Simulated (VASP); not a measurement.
Input of a VASP 6.6.1 run:

Contents of INCAR:

```
PREC     = Accurate       # precision mode
ENCUT    = 520            # plane-wave cutoff, eV
EDIFF    = 1E-8           # SCF threshold, eV
ISMEAR   = -1             # smearing method
SIGMA    = 0.05           # smearing width, eV
LREAL    = False          # projectors in reciprocal space
LASPH    = True           # aspherical terms in the spheres
NELM     = 80             # most SCF steps
ALGO     = Normal         # electronic algorithm
ISIF     = 2              # what is computed and relaxed
LWAVE    = False          # write WAVECAR
LCHARG   = False          # write CHGCAR
LEFG     = True         
NBANDS   = 16             # bands
```

The input KPOINTS:

```
Automatic mesh
0
Gamma
  11 11 11
```

Contents of POSCAR:

```
ZrS
1.0
    0.0000000000      2.6235080000      2.6235080000
    2.6235080000      0.0000000000      2.6235080000
    2.6235080000      2.6235080000      0.0000000000
Zr S
1 1
Direct
    0.0000000000      0.0000000000      0.0000000000
    0.5000000000      0.5000000000      0.5000000000
```

Potentials or basis: VASP PAW LDA potentials, release 64 (Zr_sv, S).

Command:

```sh
$ cat potpaw_LDA.64/Zr_sv/POTCAR potpaw_LDA.64/S/POTCAR > POTCAR
$ mpirun -np 1 vasp_std > vasp.out
```

(1) Estimate the pressure.

(2) Predict the band gap on the k mesh.

Results:

(1) -8.6 GPa.

(2) none (metal or under the smearing width).
